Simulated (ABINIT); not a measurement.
Here is an ABINIT 10.8.3 (patched build) calculation.

File run.abi:

```
# Datasets: ground state, then fixed potential
ndtset 2

# Pseudopotentials
pp_dirpath "./"
pseudos "Ga.GGA_PBE-JTH.xml, N.GGA_PBE-JTH.xml"

# Structure
acell 3*1.0 Angstrom
rprim
     0.0000000000     2.2535006075     2.2535006075
     2.2535006075     0.0000000000     2.2535006075
     2.2535006075     2.2535006075     0.0000000000
ntypat 2
znucl 31 7
natom 2
typat 1 2
xcart
     0.0000000000     0.0000000000     0.0000000000
     2.1292494849     2.1292494849     2.1292494849

# Plane-wave basis
ecut 25.0
pawecutdg 47.0

# Exchange and correlation
ixc 15

# Bands and occupations
occopt 3
tsmear 0.05 eV

# SCF cycle
nstep 100

# Output
iomode 3
prtwf 0
prteig 0
prtebands 0
enunit 1
prtden1 1
prtvha1 1
prtvclmb1 1
prtpot1 1

# Dataset 1
kptopt1 1
ngkpt1 10 10 10
nshiftk1 1
shiftk1 0.0 0.0 0.0
nband1 13
tolvrs1 1.0e-9

# Dataset 2: bands along G-X-W-K-G-L-U-W-L-K
iscf2 -2
getden2 1
nband2 17
nbdbuf2 2
tolwfr2 1.0e-12
kptopt2 -9
ndivsm2 8
prteig2 1
prtvol2 -3
kptbounds2
     0.0000000000     0.0000000000     0.0000000000
     0.5000000000     0.0000000000     0.5000000000
     0.5000000000     0.2500000000     0.7500000000
     0.3750000000     0.3750000000     0.7500000000
     0.0000000000     0.0000000000     0.0000000000
     0.5000000000     0.5000000000     0.5000000000
     0.6250000000     0.2500000000     0.6250000000
     0.5000000000     0.2500000000     0.7500000000
     0.5000000000     0.5000000000     0.5000000000
     0.3750000000     0.3750000000     0.7500000000
```

Potentials or basis: JTH PAW PBE v2.0.

Launch:

```bash
$ abinit run.abi > log 2>&1
```

Problem. What does it give for the band gap on the k mesh?

Solution. 1.74 eV, direct.

Levels at the corners of the path, in eV from the valence-band top:
```tsv
point	band 6	band 7	band 8	band 9	band 10	band 11	band 12	band 13
Γ	-13.14	0.00	0.00	0.00	1.74	10.37	10.37	10.37
X	-11.50	-6.09	-2.70	-2.70	3.40	6.74	11.82	14.05
W	-11.22	-5.66	-3.67	-3.62	6.27	8.45	10.32	11.23
K	-11.34	-5.83	-4.23	-2.17	5.05	7.92	11.17	12.91
Γ	-13.14	0.00	0.00	0.00	1.74	10.37	10.37	10.37
L	-11.92	-7.00	-0.97	-0.97	4.70	8.79	10.41	10.41
U	-11.34	-5.83	-4.23	-2.17	5.05	7.92	11.17	12.91
W	-11.22	-5.66	-3.67	-3.62	6.27	8.45	10.32	11.23
L	-11.92	-7.00	-0.97	-0.97	4.70	8.79	10.41	10.41
K	-11.34	-5.83	-4.23	-2.17	5.05	7.92	11.17	12.91
```

**The experiment to reproduce.**

A printed reference work, textbook reports, for a bulk crystal of GaN at 0 K: band gap 3.299 eV (direct).

A measured gap of GaN is 3.299 eV (direct; 0 K; a printed reference work, textbook); the calculated 1.74 eV misses it by -1.56 eV. Spin-orbit coupling on Ga is left out. The value is that of RPBE, without temperature or zero-point motion. Semilocal functionals fall short of measured gaps as a rule. The cell is a database's relaxed one, not the measured one, which moves gaps too.
